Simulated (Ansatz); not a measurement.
Clean, relaxed (111) surface of InAs, space group F-43m (No. 216) (top face towards +c; atoms held fixed, by place in the list: 1, 2, 3):

```xyz
6
Lattice="4.3045 0.0000 0.0000 -2.1522 3.7278 0.0000 0.0000 0.0000 24.9079" Properties=species:S:1:pos:R:3 pbc="T T T"
As    0.0000    0.0000    8.5000
In    0.0000    2.4852    9.3787
As    0.0000    2.4852   12.0146
In    2.1522    1.2426   12.8326
As    2.1522    1.2426   15.5931
In    0.0000    0.0000   16.3479
```

Theory: DFT PBEsol, scalar-relativistic, plane waves, PAW (Ansatz). Cutoff 420 eV; k points 9×9×1 on the computed 6-atom cell (Γ-centred); Gaussian smearing, width 0.10 eV; no spin polarisation. A dipole correction removes the field between periodic images along c.

H (atom) is put at the top (In) at (0.00, 0.00) site, one adsorbate per 16.0 Å², and relaxed. E_ads counts from the clean slab and the free adsorbate (spin-polarised where it has unpaired electrons); negative means bound. Heights count from the highest slab atom after relaxation. Bonded neighbours lie within 1.25 times the sum of covalent radii (1.35 for H) and, on that scale, within 12 % of the closest. With the adsorbate the cell is lengthened along c to keep the vacuum.

(1) How strongly does it bind, and where does its anchoring atom end?

(2) How high does its anchoring atom sit over the highest slab atom, and what is the shortest contact with the surface?

(3) The clean face has a work function of 3.30 eV. How does the adsorbate change it?

Each end is the local minimum or symmetric point that its start leads to. This ideal cut is polar: the work functions of its two faces differ by 2.3 eV. Real polar faces reconstruct or get covered, and then bind electron donors or acceptors far more weakly. Where slab atoms move by over 1 Å the face has restacked or been rebuilt, which that row's energy includes. The slab is only 7.9 Å thick, so the energies aren't converged with thickness.

For at least one of the starts the bottom face's work function also shifts by over 0.1 eV: the slab is too thin to screen the adsorbate, so the work functions aren't converged with thickness.

The adsorbed runs have no spin polarisation, so weakly bound open-shell ends lie too high.

Answers

(1) -2.33 eV; at (0.00, 0.00), 1 bonded neighbour (In).

(2) 1.73 Å; H–In 1.73 Å.

(3) By +2.56 eV.